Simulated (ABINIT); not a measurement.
# C (Fd-3m) in ABINIT: single point with PBE

Aim: the single point of C with PBE.

Everything below comes from runs of ABINIT 10.8.3 (patched build). Logs are shortened: lines on timing, memory, paths and dates and some standing lists are left out, and cuts for length are marked. The log counts tension as positive stress, the text compression.

## 1. The crystal as given

The structure is cubic, space group Fd-3m (No. 227). The conventional cell has a = 3.567 Å, b = 3.567 Å, c = 3.567 Å, α = 90.00°, β = 90.00°, γ = 90.00°. Around C (site symmetry -43m) lie 4 C at 1.54 Å.

This isn't the form of C at room conditions, which is graphite.

## 2. Single point, PBE

File run.abi:

```
# Pseudopotentials
pp_dirpath "./"
pseudos "C.upf"

# Structure
acell 3*1.0
rprim
     0.0000000000     3.3700808789     3.3700808789
     3.3700808789     0.0000000000     3.3700808789
     3.3700808789     3.3700808789     0.0000000000
ntypat 1
znucl 6
natom 2
typat 1 1
xred
     0.7500000000     0.7500000000     0.7500000000
     0.5000000000     0.5000000000     0.5000000000

# Plane-wave basis
ecut 31.0

# k points
kptopt 1
ngkpt 10 10 10
nshiftk 1
shiftk 0.0 0.0 0.0

# Exchange and correlation
ixc 11

# Bands and occupations
nband 8
occopt 3
tsmear 0.00183747

# SCF cycle
nstep 100
tolvrs 1.0e-10

# Output
iomode 3
prtwf 0
prtden 0
prteig 0
prtebands 0
enunit 2
```

Potentials or basis: PseudoDojo NC SR PBE v0.4.1 standard.

Run with:

```bash
$ mpirun --bind-to none -np 4 abinit run.abi > log 2>&1
```

run.abo:

```text
.Version 10.8.3 of ABINIT
 Symmetries : space group Fd -3 m (#227); Bravais cF (face-center cubic)
================================================================================
 Values of the parameters that define the memory need of the present run
     intxc =       0    ionmov =       0      iscf =       7    lmnmax =       4
     lnmax =       4     mgfft =      24  mpssoang =       2    mqgrid =    3001
     natom =       2  nloc_mem =       1    nspden =       1   nspinor =       1
    nsppol =       1      nsym =      48    n1xccc =    2501    ntypat =       1
    occopt =       3   xclevel =       2
       mpw =         642          nfft =       13824          nkpt =          47
================================================================================
================================================================================

--------------------------------------------------------------------------------
------------- Echo of variables that govern the present computation ------------
--------------------------------------------------------------------------------
 -outvars: echo values of preprocessed input variables --------
            acell      1.0000000000E+00  1.0000000000E+00  1.0000000000E+00 Bohr
              amu      1.20110000E+01
             ecut      3.10000000E+01 Hartree
           enunit           2
              ixc          11
         kptrlatt       10    0    0      0   10    0      0    0   10
          kptrlen      4.76601409E+01
            natom           2
            nband           8
            ngfft          24      24      24
             nkpt          47
            nstep         100
             nsym          48
           ntypat           1
           occopt           3
           prtden           0
        prtebands           0
           prteig           0
            prtwf           0
            rprim      0.0000000000E+00  3.3700808789E+00  3.3700808789E+00
                       3.3700808789E+00  0.0000000000E+00  3.3700808789E+00
                       3.3700808789E+00  3.3700808789E+00  0.0000000000E+00
          spgroup         227
           tolvrs      1.00000000E-10
           tsmear      1.83747000E-03 Hartree
            typat      1  1
           xangst      2.6750549982E+00  2.6750549982E+00  2.6750549982E+00
                       1.7833699988E+00  1.7833699988E+00  1.7833699988E+00
            xcart      5.0551213184E+00  5.0551213184E+00  5.0551213184E+00
                       3.3700808789E+00  3.3700808789E+00  3.3700808789E+00
             xred      7.5000000000E-01  7.5000000000E-01  7.5000000000E-01
                       5.0000000000E-01  5.0000000000E-01  5.0000000000E-01
            znucl        6.00000

================================================================================

 chkinp: Checking input parameters for consistency.

================================================================================
== DATASET  1 ==================================================================

--- !DatasetInfo
iteration_state: {dtset: 1, }
dimensions: {natom: 2, nkpt: 47, mband: 8, nsppol: 1, nspinor: 1, nspden: 1, mpw: 642, }
cutoff_energies: {ecut:  31.0, pawecutdg:  -1.0, }
electrons: {nelect:   8.00000000E+00, charge:   0.00000000E+00, occopt:   3.00000000E+00, tsmear:   1.83747000E-03, }
meta: {optdriver: 0, ionmov: 0, optcell: 0, iscf: 7, paral_kgb: 0, }
...

 Exchange-correlation functional for the present dataset will be:
  GGA: Perdew-Burke-Ernzerhof functional - ixc=11
  J.P.Perdew, K.Burke, M.Ernzerhof, PRL 77, 3865 (1996)

 Real(R)+Recip(G) space primitive vectors, cartesian coordinates (Bohr,Bohr^-1):
 R(1)=  0.0000000  3.3700809  3.3700809  G(1)= -0.1483644  0.1483644  0.1483644
 R(2)=  3.3700809  0.0000000  3.3700809  G(2)=  0.1483644 -0.1483644  0.1483644
 R(3)=  3.3700809  3.3700809  0.0000000  G(3)=  0.1483644  0.1483644 -0.1483644
 Unit cell volume ucvol=  7.6551017E+01 bohr^3
 Angles (23,13,12)=  6.00000000E+01  6.00000000E+01  6.00000000E+01 degrees

 getcut: wavevector=  0.0000  0.0000  0.0000  ngfft=  24  24  24
         ecut(hartree)=     31.000   => boxcut(ratio)=   2.00914

--- Pseudopotential description ------------------------------------------------
- pspini: atom type   1  psp file is ./C.upf
12 -101130 1 -1 1248                          pspcod,pspxc,lmax,lloc,mmax
     nproj     2     2

   6.90154688E+01                                ecore*ucvol(ha*bohr**3)
--------------------------------------------------------------------------------

================================================================================

--- !BeginCycle
iteration_state: {dtset: 1, }
solver: {iscf: 7, nstep: 100, nline: 4, wfoptalg: 0, }
tolerances: {tolvrs: 1.00E-10, }
...

     iter   Etot(hartree)      deltaE(h)  residm     vres2
 ETOT  1  -12.019451134474    -1.202E+01 2.106E-01 2.353E+01
 ETOT  2  -12.034990415924    -1.554E-02 7.671E-03 7.791E-02
 ETOT  3  -12.035001168335    -1.075E-05 1.214E-04 2.220E-03
 ETOT  4  -12.035001434439    -2.661E-07 6.066E-06 3.021E-05
 ETOT  5  -12.035001436973    -2.534E-09 5.980E-07 5.317E-08
 ETOT  6  -12.035001436975    -2.721E-12 5.670E-08 1.428E-10
 ETOT  7  -12.035001436975    -1.776E-15 6.489E-09 6.308E-13

 At SCF step    7       vres2   =  6.31E-13 < tolvrs=  1.00E-10 =>converged.

 Cartesian components of stress tensor (hartree/bohr^3)
  sigma(1 1)=  1.37780924E-04  sigma(3 2)=  0.00000000E+00
  sigma(2 2)=  1.37780924E-04  sigma(3 1)=  0.00000000E+00
  sigma(3 3)=  1.37780924E-04  sigma(2 1)=  0.00000000E+00

--- !ResultsGS
iteration_state: {dtset: 1, }
comment   : Summary of ground state results
lattice_vectors:
- [  0.0000000,   3.3700809,   3.3700809, ]
- [  3.3700809,   0.0000000,   3.3700809, ]
- [  3.3700809,   3.3700809,   0.0000000, ]
lattice_lengths: [   4.76601,    4.76601,    4.76601, ]
lattice_angles: [ 60.000,  60.000,  60.000, ] # degrees, (23, 13, 12)
lattice_volume:   7.6551017E+01
convergence: {deltae: -1.776E-15, res2:  6.308E-13, residm:  6.489E-09, diffor: null, }
etotal    :  -1.20350014E+01
entropy   :   0.00000000E+00
fermie    :   4.82704808E-01
cartesian_stress_tensor: # hartree/bohr^3
- [  1.37780924E-04,   0.00000000E+00,   0.00000000E+00, ]
- [  0.00000000E+00,   1.37780924E-04,   0.00000000E+00, ]
- [  0.00000000E+00,   0.00000000E+00,   1.37780924E-04, ]
pressure_GPa:  -4.0537E+00
xred      :
- [  7.5000E-01,   7.5000E-01,   7.5000E-01,  C]
- [  5.0000E-01,   5.0000E-01,   5.0000E-01,  C]
cartesian_forces: # hartree/bohr
- [ -2.99619503E-29,  -9.98731677E-30,   4.99365839E-29, ]
- [  2.99619503E-29,   9.98731677E-30,  -4.99365839E-29, ]
force_length_stats: {min:   5.90857629E-29, max:   5.90857629E-29, mean:   5.90857629E-29, }
...

 Integrated electronic density in atomic spheres:
 ------------------------------------------------
 Atom  Sphere_radius  Integrated_density
    1        2.00000          4.70149935
    2        2.00000          4.70149935
================================================================================

 ----iterations are completed or convergence reached----

 Mean square residual over all n,k,spin=   57.589E-12; max=  64.888E-10
 reduced coordinates (array xred) for    2 atoms
       0.750000000000      0.750000000000      0.750000000000
       0.500000000000      0.500000000000      0.500000000000
 rms dE/dt=  1.6489E-28; max dE/dt=  2.6926E-28; dE/dt below (all hartree)
    1      -0.000000000000      0.000000000000      0.000000000000
    2       0.000000000000      0.000000000000      0.000000000000

 cartesian coordinates (angstrom) at end:
    1      2.67505499820596     2.67505499820596     2.67505499820596
    2      1.78336999880397     1.78336999880397     1.78336999880397

 cartesian forces (hartree/bohr) at end:
    1     -0.00000000000000    -0.00000000000000     0.00000000000000
    2      0.00000000000000     0.00000000000000    -0.00000000000000
 frms,max,avg= 3.4113181E-29 4.9936584E-29   0.000E+00  0.000E+00  0.000E+00 h/b

 cartesian forces (eV/Angstrom) at end:
    1     -0.00000000000000    -0.00000000000000     0.00000000000000
    2      0.00000000000000     0.00000000000000    -0.00000000000000
 frms,max,avg= 1.7541703E-27 2.5678424E-27   0.000E+00  0.000E+00  0.000E+00 e/A
 length scales=  1.000000000000  1.000000000000  1.000000000000 bohr
              =  0.529177210544  0.529177210544  0.529177210544 angstroms
 Fermi (or HOMO) energy (hartree) =   0.48270   Average Vxc (hartree)=  -0.49372
 Eigenvalues (hartree) for nkpt=  47  k points:
 kpt#   1, nband=  8, wtk=  0.00100, kpt=  0.0000  0.0000  0.0000 (reduced coord)
  -0.41148    0.37859    0.37859    0.37859    0.58565    0.58565    0.58565    0.86787
      occupation numbers for kpt#   1
   2.00000    2.00000    2.00000    2.00000    0.00000    0.00000    0.00000    0.00000
 prteigrs : prtvol=0 or 1, do not print more k-points.

 Fermi (or HOMO) energy (eV) =  13.13507   Average Vxc (eV)= -13.43478
 Eigenvalues (   eV  ) for nkpt=  47  k points:
 kpt#   1, nband=  8, wtk=  0.00100, kpt=  0.0000  0.0000  0.0000 (reduced coord)
 -11.19702   10.30206   10.30206   10.30206   15.93640   15.93640   15.93640   23.61587
 prteigrs : prtvol=0 or 1, do not print more k-points.

--- !EnergyTerms
iteration_state     : {dtset: 1, }
comment             : Components of total free energy in Hartree
kinetic             :  8.45973074323106E+00
hartree             :  9.64972982158844E-01
xc                  : -4.33908677622691E+00
Ewald energy        : -1.27873442512753E+01
psp_core            :  9.01561744890858E-01
local_psp           : -4.67827441593518E+00
non_local_psp       : -5.56561463818832E-01
internal            : -1.20350014369754E+01
'-kT*entropy'       : -1.13596874813433E-18
total_energy        : -1.20350014369754E+01
total_energy_eV     : -3.27489072572475E+02
band_energy         :  3.85598503639126E-01
...

 Cartesian components of stress tensor (hartree/bohr^3)
  sigma(1 1)=  1.37780924E-04  sigma(3 2)=  0.00000000E+00
  sigma(2 2)=  1.37780924E-04  sigma(3 1)=  0.00000000E+00
  sigma(3 3)=  1.37780924E-04  sigma(2 1)=  0.00000000E+00

-Cartesian components of stress tensor (GPa)         [Pressure= -4.0537E+00 GPa]
- sigma(1 1)=  4.05365474E+00  sigma(3 2)=  0.00000000E+00
- sigma(2 2)=  4.05365474E+00  sigma(3 1)=  0.00000000E+00
- sigma(3 3)=  4.05365474E+00  sigma(2 1)=  0.00000000E+00

== END DATASET(S) ==============================================================
================================================================================

 -outvars: echo values of variables after computation  --------
            acell      1.0000000000E+00  1.0000000000E+00  1.0000000000E+00 Bohr
           etotal     -1.2035001437E+01
            fcart     -2.9961950320E-29 -9.9873167734E-30  4.9936583867E-29
                       2.9961950320E-29  9.9873167734E-30 -4.9936583867E-29
            rprim      0.0000000000E+00  3.3700808789E+00  3.3700808789E+00
                       3.3700808789E+00  0.0000000000E+00  3.3700808789E+00
                       3.3700808789E+00  3.3700808789E+00  0.0000000000E+00
           strten      1.3778092424E-04  1.3778092424E-04  1.3778092424E-04
                       0.0000000000E+00  0.0000000000E+00  0.0000000000E+00
           xangst      2.6750549982E+00  2.6750549982E+00  2.6750549982E+00
                       1.7833699988E+00  1.7833699988E+00  1.7833699988E+00
             xred      7.5000000000E-01  7.5000000000E-01  7.5000000000E-01
                       5.0000000000E-01  5.0000000000E-01  5.0000000000E-01
 Calculation completed.
```

It took 1.5 s on 4 MPI ranks of Arm Neoverse V2, shared host; peak memory 0.24 GiB.

Results:

- Free energy: -327.4891 eV
- Band gap on the k mesh: 4.22 eV, indirect (least direct gap 5.63 eV)
- All electrons inside the program's atomic spheres: C 4.70 (radii [1.0584] Å)

Levels at points of the mesh, in eV from the valence-band top:
```csv
k point,band 2,band 3,band 4,band 5,band 6,band 7
"(0.00, 0.00, 0.00)",0.00,0.00,0.00,5.63,5.63,5.63
"(0.50, 0.00, 0.00)",-13.40,-2.81,-2.81,8.52,8.52,8.88
"(0.50, 0.50, 0.00)",-12.79,-6.32,-6.32,4.82,4.82,16.83
```

Caveat: the cutoff is too short for stress, so the log's stress isn't used.
